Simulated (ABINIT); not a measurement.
# LiH (Fm-3m) in ABINIT: further runs

One crystal, LiH, is run at these levels: TB-mBJ, LDA, r2SCAN; tasks: band structure, equation of state.

Everything below comes from runs of ABINIT 10.8.3 (patched build). Logs are shortened: lines on timing, memory, paths and dates and some standing lists are left out, and cuts for length are marked. The log counts tension as positive stress, the text compression.

### Step 1. The structure

It takes space group Fm-3m (No. 225, cubic). The conventional cell has a = 4.074 Å, b = 4.074 Å, c = 4.074 Å, α = 90.00°, β = 90.00°, γ = 90.00°. Around Li (site symmetry m-3m) lie 6 H at 2.04 Å. Around H (site symmetry m-3m) lie 6 Li at 2.04 Å.

### Step 2. Band structure, TB-mBJ

Contents of run.abi:

```
# Datasets: ground state, then fixed potential
ndtset 2

# Pseudopotentials
pp_dirpath "./"
pseudos "Li.LDA_PW-JTH.xml, H.LDA_PW-JTH.xml"

# Structure
acell 3*1.0
rprim
     0.0000000000     3.8488996843     3.8488996843
     3.8488996843     0.0000000000     3.8488996843
     3.8488996843     3.8488996843     0.0000000000
ntypat 2
znucl 3 1
natom 2
typat 1 2
xcart
     0.0000000000     0.0000000000     0.0000000000
     2.0367500000     2.0367500000     2.0367500000 Angstrom

# Plane-wave basis
ecut 30.0
pawecutdg 52.0

# Exchange and correlation
ixc -208012
usekden 1
pawxcdev 0

# Bands and occupations
occopt 3
tsmear 0.00183747

# SCF cycle
nstep 100
diemix 0.3
optforces 0
optstress 0

# Output
iomode 3
prtwf 0
prteig 0
prtebands 0
enunit 1
prtden1 1
prtkden1 1

# Dataset 1
kptopt1 1
ngkpt1 11 11 11
nshiftk1 1
shiftk1 0.0 0.0 0.0
nband1 6
tolvrs1 1.0e-7

# Dataset 2: bands along G-X-W-K-G-L-U-W-L-K
iscf2 -2
getden2 1
getkden2 1
nband2 12
nbdbuf2 4
tolwfr2 1.0e-11
kptopt2 -9
ndivsm2 5
prteig2 1
prtvol2 -3
kptbounds2
     0.0000000000     0.0000000000     0.0000000000
     0.5000000000     0.0000000000     0.5000000000
     0.5000000000     0.2500000000     0.7500000000
     0.3750000000     0.3750000000     0.7500000000
     0.0000000000     0.0000000000     0.0000000000
     0.5000000000     0.5000000000     0.5000000000
     0.6250000000     0.2500000000     0.6250000000
     0.5000000000     0.2500000000     0.7500000000
     0.5000000000     0.5000000000     0.5000000000
     0.3750000000     0.3750000000     0.7500000000
```

Potentials or basis: JTH PAW LDA v2.0.

Launch:

```
mpirun --bind-to none -np 4 abinit run.abi > log 2>&1
```

run.abo:

```text
.Version 10.8.3 of ABINIT
 DATASET    1 : space group Fm -3 m (#225); Bravais cF (face-center cubic)
================================================================================
 Values of the parameters that define the memory need for DATASET  1.
     intxc =       0    ionmov =       0      iscf =       7    lmnmax =       9
     lnmax =       5     mgfft =      30  mpssoang =       2    mqgrid =    3001
     natom =       2  nloc_mem =       2    nspden =       1   nspinor =       1
    nsppol =       1      nsym =      48    n1xccc =       1    ntypat =       2
    occopt =       3   xclevel =       2
       mpw =         911          nfft =       27000          nkpt =          56
Pmy_natom=         1
 PAW method is used; the additional fine FFT grid is defined by:
   mgfftf=        36    nfftf =     46656
================================================================================
================================================================================

 DATASET    2 : space group Fm -3 m (#225); Bravais cF (face-center cubic)
================================================================================
 Values of the parameters that define the memory need for DATASET  2.
     intxc =       0    ionmov =       0      iscf =      -2    lmnmax =       9
     lnmax =       5     mgfft =      30  mpssoang =       2    mqgrid =    3001
     natom =       2  nloc_mem =       2    nspden =       1   nspinor =       1
    nsppol =       1      nsym =      48    n1xccc =       1    ntypat =       2
    occopt =       3   xclevel =       2
       mpw =         914          nfft =       27000          nkpt =          87
Pmy_natom=         1
 PAW method is used; the additional fine FFT grid is defined by:
   mgfftf=        36    nfftf =     46656
================================================================================
================================================================================

--------------------------------------------------------------------------------
------------- Echo of variables that govern the present computation ------------
--------------------------------------------------------------------------------
 -outvars: echo values of preprocessed input variables --------
            acell      1.0000000000E+00  1.0000000000E+00  1.0000000000E+00 Bohr
              amu      6.94100000E+00  1.00794000E+00
           diemix      3.00000000E-01
             ecut      3.00000000E+01 Hartree
           enunit           1
           getden1          0
           getden2          1
          getkden1          0
          getkden2          1
             iscf1          7
             iscf2         -2
              ixc     -208012
           jdtset        1    2
           kptopt1          1
           kptopt2         -9
[... 746 lines left out ...]
cartesian_forces: null
force_length_stats: {min: null, max: null, mean: null, }
...

 Integrated electronic density in atomic spheres:
 ------------------------------------------------
 Atom  Sphere_radius  Integrated_density
    1        1.60265          2.05077992
    2        0.99495          0.52053560

================================================================================

 ----iterations are completed or convergence reached----

 Mean square residual over all n,k,spin=   33.871E-13; max=  99.488E-13
 reduced coordinates (array xred) for    2 atoms
       0.000000000000      0.000000000000      0.000000000000
       0.500000000000      0.500000000000      0.500000000000

 cartesian coordinates (angstrom) at end:
    1      0.00000000000000     0.00000000000000     0.00000000000000
    2      2.03674999860156     2.03674999860156     2.03674999860156
 length scales=  1.000000000000  1.000000000000  1.000000000000 bohr
              =  0.529177210544  0.529177210544  0.529177210544 angstroms
 Eigenvalues (   eV  ) for nkpt=  87  k points:
 kpt#   1, nband= 12, wtk=  1.00000, kpt=  0.0000  0.0000  0.0000 (reduced coord)
 -47.89993   -6.46126   14.56150   17.59508   17.59508   17.59508   22.23480   22.23480
  22.23480   23.89561   27.35576   27.35576
 kpt#   2, nband= 12, wtk=  1.00000, kpt=  0.0357  0.0000  0.0357 (reduced coord)
 -47.89949   -6.43166   14.36112   17.30313   17.30313   17.79517   21.57300   22.61697
  22.61697   24.64985   26.38047   27.40096
 kpt#   3, nband= 12, wtk=  1.00000, kpt=  0.0714  0.0000  0.0714 (reduced coord)
 -47.89822   -6.34273   13.85750   16.61861   16.61861   18.26846   20.53011   23.57124
  23.57124   24.86973   25.97017   27.53722
 kpt#   4, nband= 12, wtk=  1.00000, kpt=  0.1071  0.0000  0.1071 (reduced coord)
 -47.89618   -6.19415   13.17663   15.79786   15.79786   18.77610   19.50828   23.61753
  24.83740   24.83740   27.46465   27.76772
 kpt#   5, nband= 12, wtk=  1.00000, kpt=  0.1429  0.0000  0.1429 (reduced coord)
 -47.89347   -5.98554   12.36641   14.96596   14.96596   18.55839   19.01675   22.97828
  26.27538   26.27538   28.10620   28.11957
 kpt#   6, nband= 12, wtk=  1.00000, kpt=  0.1786  0.0000  0.1786 (reduced coord)
 -47.89023   -5.71658   11.43654   14.17458   14.17458   17.69244   18.77709   23.18263
[... 230 lines left out ...]
 -47.87030   -3.15371    4.85075    8.64797   13.39976   15.71053   23.07800   23.92460
  26.90952   29.17292   32.35586   35.28964
 kpt#  84, nband= 12, wtk=  1.00000, kpt=  0.4167  0.4167  0.6667 (reduced coord)
 -47.86911   -2.88999    4.87782    7.80608   12.86387   15.72131   23.77389   24.36255
  27.61473   29.45718   31.98760   35.37912
 kpt#  85, nband= 12, wtk=  1.00000, kpt=  0.4028  0.4028  0.6944 (reduced coord)
 -47.86804   -2.62244    4.77512    7.26700   12.40899   15.74484   22.95766   25.62141
  28.76932   29.97689   31.80632   35.43451
 kpt#  86, nband= 12, wtk=  1.00000, kpt=  0.3889  0.3889  0.7222 (reduced coord)
 -47.86721   -2.38600    4.51215    7.10945   12.03566   15.77665   21.98873   26.76125
  29.85629   30.54416   31.90441   35.63284
 kpt#  87, nband= 12, wtk=  1.00000, kpt=  0.3750  0.3750  0.7500 (reduced coord)
 -47.86673   -2.22851    4.21835    7.25956   11.74417   15.81620   21.01934   27.64648
  30.82133   30.83750   32.41494   36.10388

== END DATASET(S) ==============================================================
================================================================================

 -outvars: echo values of variables after computation  --------
            acell      1.0000000000E+00  1.0000000000E+00  1.0000000000E+00 Bohr
           etotal1    -6.0162577237E+00
            fcart1     9.9999999999E+99  9.9999999999E+99  9.9999999999E+99
                       9.9999999999E+99  9.9999999999E+99  9.9999999999E+99
            rprim      0.0000000000E+00  3.8488996843E+00  3.8488996843E+00
                       3.8488996843E+00  0.0000000000E+00  3.8488996843E+00
                       3.8488996843E+00  3.8488996843E+00  0.0000000000E+00
           strten1     9.9999999999E+99  9.9999999999E+99  9.9999999999E+99
                       9.9999999999E+99  9.9999999999E+99  9.9999999999E+99
           xangst      0.0000000000E+00  0.0000000000E+00  0.0000000000E+00
                       2.0367499986E+00  2.0367499986E+00  2.0367499986E+00
             xred      0.0000000000E+00  0.0000000000E+00  0.0000000000E+00
                       5.0000000000E-01  5.0000000000E-01  5.0000000000E-01
 Calculation completed.
```

Run time: 40 s. Hardware: 4 MPI ranks of Intel Xeon 6975P-C (Granite Rapids), shared host; peak memory 0.4 GiB.

What came out:

| Item | Value |
| --- | --- |
| Band gap on the k mesh | 5.18 eV, direct |
| Band gap along the path | 5.01 eV, direct |
| Valence electrons inside the program's atomic spheres | Li 2.05; H 0.52 |

Levels at the corners of the path, in eV from the valence-band top:
```csv
point,band 1,band 2,band 3,band 4,band 5
Γ,-45.99,-4.55,16.47,19.50,19.50
X,-45.96,0.00,5.01,12.52,12.52
W,-45.96,-0.13,7.23,7.23,13.03
K,-45.96,-0.32,6.13,9.17,13.65
Γ,-45.99,-4.55,16.47,19.50,19.50
L,-45.97,-1.94,6.48,14.81,18.82
U,-45.96,-0.32,6.13,9.17,13.65
W,-45.96,-0.13,7.23,7.23,13.03
L,-45.97,-1.94,6.48,14.81,18.82
K,-45.96,-0.32,6.13,9.17,13.65
```

Caveat: the constant c of TB-mBJ comes from the pseudo density here, which moves gaps by up to 0.3 eV between sets of potentials; the PAW data sets were made with another functional, which shifts forces and pressure a little; the mesh misses the band edges, which the band path finds closer together.

### Step 3. Equation of state, LDA

Contents of run.abi:

```
# Datasets: one volume each
ndtset 7
scalecart1 3*0.9795861087
scalecart2 3*0.9864848297
scalecart3 3*0.9932883884
scalecart4 3*1.0000000000
scalecart5 3*1.0066227096
scalecart6 3*1.0131594038
scalecart7 3*1.0196128224

# Pseudopotentials
pp_dirpath "./"
pseudos "Li.LDA_PW-JTH.xml, H.LDA_PW-JTH.xml"

# Structure
acell 3*1.0
rprim
     0.0000000000     3.8488996843     3.8488996843
     3.8488996843     0.0000000000     3.8488996843
     3.8488996843     3.8488996843     0.0000000000
ntypat 2
znucl 3 1
natom 2
typat 1 2
xred
     0.0000000000     0.0000000000     0.0000000000
     0.5000000000     0.5000000000     0.5000000000

# Plane-wave basis
ecut 25.0
pawecutdg 47.0

# k points
kptopt 1
ngkpt 11 11 11
nshiftk 1
shiftk 0.0 0.0 0.0

# Exchange and correlation
ixc 7

# Bands and occupations
nband 6
occopt 3
tsmear 0.00183747

# SCF cycle
nstep 100
tolvrs 1.0e-9

# Output
iomode 3
prtwf 0
prtden 0
prteig 0
prtebands 0
enunit 2
```

Potentials or basis: JTH PAW LDA v2.0.

Launch:

```
mpirun --bind-to none -np 4 abinit run.abi > log 2>&1
```

Wall time 7.9 s (4 MPI ranks of Intel Xeon 6975P-C (Granite Rapids), shared host); peak memory 0.4 GiB.

The run converged. Its results:

```yaml
Equilibrium_volume: "7.50 Å³/atom (rough: see the caveat)"
Bulk_modulus: 39 GPa (rough)
```

Energy against volume, from the lowest point:
```csv
volume (Å³/atom),energy (meV/atom)
7.942,0.00
8.111,2.54
8.280,5.77
8.449,9.60
8.618,14.00
8.787,18.91
8.956,24.29
```

Caveat: pressures at fixed basis lie under the slope of the energies; the minimum lies outside the volumes run.

### Step 4. Equation of state, r2SCAN

Changes to run.abi since step 3:

```diff
@@ -12,3 +12,3 @@
 pp_dirpath "./"
-pseudos "Li.LDA_PW-JTH.xml, H.LDA_PW-JTH.xml"
+pseudos "Li.GGA_PBE-JTH.xml, H.GGA_PBE-JTH.xml"
 
@@ -29,4 +29,4 @@
 # Plane-wave basis
-ecut 25.0
-pawecutdg 47.0
+ecut 30.0
+pawecutdg 52.0
 
@@ -39,3 +39,5 @@
 # Exchange and correlation
-ixc 7
+ixc -497498
+usekden 1
+pawxcdev 0
 
@@ -48,3 +50,3 @@
 nstep 100
-tolvrs 1.0e-9
+tolvrs 1.0e-7
```

Potentials or basis: JTH PAW PBE v2.0.

Launch:

```
mpirun --bind-to none -np 4 abinit run.abi > log 2>&1
```

It took 54 s on 4 MPI ranks of Intel Xeon 6975P-C (Granite Rapids), shared host; peak memory 0.52 GiB.

It converged, with:

- Equilibrium volume: 8.07 Å³/atom (rough: see the caveat)
- Bulk modulus: 36 GPa (rough)

Energy against volume, from the lowest point:
```tsv
volume (Å³/atom)	energy (meV/atom)
7.942	0.20
8.111	0.00
8.280	0.59
8.449	1.89
8.618	3.84
8.787	6.40
8.956	9.54
```

Caveat: pressures at fixed basis lie under the slope of the energies; the fit is doubtful: noisy points or a state that changes with volume; the PAW data sets were made with another functional, which shifts forces and pressure a little.

### Step 5. For comparison

An earlier run on the cell as given: functional PBEsol; potentials or basis PseudoDojo NC SR PBEsol v0.4.1 standard; cutoff 1007 eV; k mesh 11 × 11 × 11; occupations fermi-dirac, width 0.05 eV; no spin polarisation.

* Pressure: -2.3 GPa
* Band gap on the k mesh: 2.98 eV, direct
* Valence electrons inside the program's atomic spheres: Li 2.26; H 1.25

### Step 6. Summary

```csv
task,level,potentials or basis,cutoff (eV),fine-grid cutoff,gap on the mesh (eV)
band structure,TB-mBJ,JTH PAW LDA v2.0,816,1414.99 eV,5.18
equation of state,LDA,JTH PAW LDA v2.0,680,1278.94 eV,-
equation of state,r2SCAN,JTH PAW PBE v2.0,816,1414.99 eV,-
single point,PBEsol,PseudoDojo NC SR PBEsol v0.4.1 standard,1007,-,2.98
```

Alike in all rows: no spin polarisation; cell as given; k mesh 11 × 11 × 11; smearing fermi-dirac 0.05 eV.

Caveats: the PAW data sets were made with another functional, which shifts forces and pressure a little (some runs); pressures at fixed basis lie under the slope of the energies (some runs); the constant c of TB-mBJ comes from the pseudo density here, which moves gaps by up to 0.3 eV between sets of potentials (some runs); the mesh misses the band edges, which the band path finds closer together (some runs); the minimum lies outside the volumes run (some runs); the fit is doubtful: noisy points or a state that changes with volume (some runs); an odd mesh through Γ misses points on the zone boundary, where band edges often lie (some runs).

Total energies depend on the potentials used, so only differences within one code and one set of settings carry meaning.
